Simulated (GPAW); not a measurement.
Runs of GPAW 26.7.0 on HfN. The structure is cubic, space group F-43m (No. 216). Conventional cell: a = 4.910 Å, b = 4.910 Å, c = 4.910 Å, α = 90.00°, β = 90.00°, γ = 90.00°. Around Hf (site symmetry -43m) lie 4 N at 2.13 Å. N (site symmetry -43m) has 4 Hf at 2.13 Å as nearest neighbours. The cell comes from a database or a generator and needn't be the stable form of this composition.

```tsv
task	level	potentials or basis	cell	k mesh	cutoff (eV)	maxiter	exx fraction	optimizer	fmax	max steps	mesh quality	gap on the mesh (eV)	pressure (GPa)	relaxed volume (Å³/atom)
hybrid scf	r2SCAN0+D3(BJ)	GPAW PAW data sets (gpaw-data 1.2.1), pw	as given	4 × 4 × 4	600	40	0.25	-	-	-	coarse	none	-	-
relaxation of cell and atoms	PBEsol+D3	PAW data sets generated in the run's folder for this functional, pw	relaxed	9 × 9 × 9	800	150	-	BFGS	0.02 eV/Å	60	not flagged	none	0.2	14.26
relaxation of cell and atoms	PBEsol+D3(BJ)	PAW data sets generated in the run's folder for this functional, pw	relaxed	9 × 9 × 9	800	150	-	BFGS	0.02 eV/Å	60	not flagged	none	0.2	14.23
relaxation of cell and atoms	PBEsol+D3(BJ)+ATM	PAW data sets generated in the run's folder for this functional, pw	relaxed	9 × 9 × 9	800	150	-	BFGS	0.02 eV/Å	60	not flagged	none	0.2	14.26
relaxation of cell and atoms	PBEsol+D4	PAW data sets generated in the run's folder for this functional, pw	relaxed	9 × 9 × 9	800	150	-	BFGS	0.02 eV/Å	60	not flagged	none	0.1	(a)
single point	r2SCAN	GPAW PAW data sets (gpaw-data 1.2.1), pw	as given	8 × 8 × 8	600	120	-	-	-	-	not flagged	none	-6.1	-
relaxation of cell and atoms	PBEsol	PAW data sets generated in the run's folder for this functional, pw	relaxed	9 × 9 × 9	800	150	-	BFGS	0.02 eV/Å	60	not flagged	none	0.1	14.48
```

Alike in all rows: no spin polarisation; smearing fermi-dirac 0.05 eV.

Problem. Fill in the values left out.

Solution. (a) 14.34.

Caveats: some runs use coarse meshes; pairwise dispersion overbinds metals, which lowers pressure and volume (some runs); later steps reuse the first step's grids (some runs); the PAW data sets were made with another functional, which shifts forces and pressure a little (some runs); exact exchange converges slowly with the k mesh, and this mesh is small (some runs); the scaled meta-GGA exchange is a class typed in the script (some runs); the cutoff is short for stress and forces, so pressures can be off by a GPa or more (some runs).

A k mesh can miss the band edges, and the runs leave out spin-orbit coupling on Hf.

A gap of «none» marks a metal or a gap under the smearing width.

Runs at the PBE level aren't shown here.
